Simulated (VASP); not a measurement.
A run of VASP 6.6.1 is set up as follows.

Contents of INCAR:

```
PREC = Accurate
ENCUT = 600
EDIFF = 1E-8
ISMEAR = 0
SIGMA = 0.03
LREAL = F
LASPH = T
NELM = 80
ALGO = Fast
ISIF = 2
LWAVE = F
LCHARG = F
GGA = PS
LEPSILON = T
```

The input KPOINTS:

```
Automatic mesh
0
Monkhorst-Pack
  12 12 12
```

The input POSCAR:

```
KBr                                     
1.0
    0.0000000000      3.2798924877      3.2798924877
    3.2798924877      0.0000000000      3.2798924877
    3.2798924877      3.2798924877      0.0000000000
  K               Br            
     1     1
Direct
     0.0000000000000000    0.0000000000000000    0.0000000000000000
     0.5000000000000000    0.5000000000000000    0.5000000000000000
```

Potentials or basis: VASP PAW PBE potentials, release 64 (K_sv, Br).

The run is started by

```sh
$ cat potpaw_PBE.64/K_sv/POTCAR potpaw_PBE.64/Br/POTCAR > POTCAR
$ mpirun -np 1 vasp_std > vasp.out
```

(1) What does it give for the electronic dielectric tensor (diagonal)?

(2) Predict the Born charges (mean of the diagonal).

## Answers

(1) 2.61.

(2) K +1.12; Br -1.12 e.

**Experimental background.**

From a printed reference work, monograph, for a bulk crystal of KBr: high-frequency dielectric constant 2.36.

Measured high-frequency dielectric constant of KBr: 2.36 (a printed reference work, monograph). This calculation gives 2.61 (+10.7 %).
